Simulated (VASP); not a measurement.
Input of a VASP 6.6.1 run:

The input INCAR:

```
SYSTEM = MgTe
PREC = Accurate
ENCUT = 520
EDIFF = 1E-7
ISMEAR = 0
SIGMA = 0.05
LREAL = .FALSE.
LASPH = .TRUE.
NELM = 100
ALGO = Fast
ISIF = 2
LWAVE = .FALSE.
LCHARG = .FALSE.
GGA = CA
NBANDS = 16
```

KPOINTS

```
Automatic mesh
0
G
  9 9 4
  0 0 0
```

POSCAR

```
MgTe
1.0
    4.6762020814      0.0000000000      0.0000000000
   -2.3381010407      4.0497097957      0.0000000000
    0.0000000000      0.0000000000      7.3950000000
Mg Te
2 2
Direct
    0.3333333333      0.6666666667      0.0000000000
    0.6666666667      0.3333333333      0.5000000000
    0.3333333333      0.6666666667      0.3700000000
    0.6666666667      0.3333333333      0.8700000000
```

Potentials or basis: VASP PAW LDA potentials, release 64 (Mg, Te).

Command:

```sh
$ cat potpaw_LDA.64/Mg/POTCAR potpaw_LDA.64/Te/POTCAR > POTCAR
$ mpirun -np 1 vasp_std > vasp.out
```

**Question.** Estimate the pressure.

**Answer.** -2.5 GPa.

**Question.** Predict the band gap on the k mesh.

**Answer.** 2.09 eV, direct.

Stress tensor (GPa, compression positive):
```
-3.38  0.00  0.00
 0.00 -3.38  0.00
 0.00  0.00 -0.86
```

Caveat: spin-orbit coupling is left out, which moves the levels of the heavy elements.
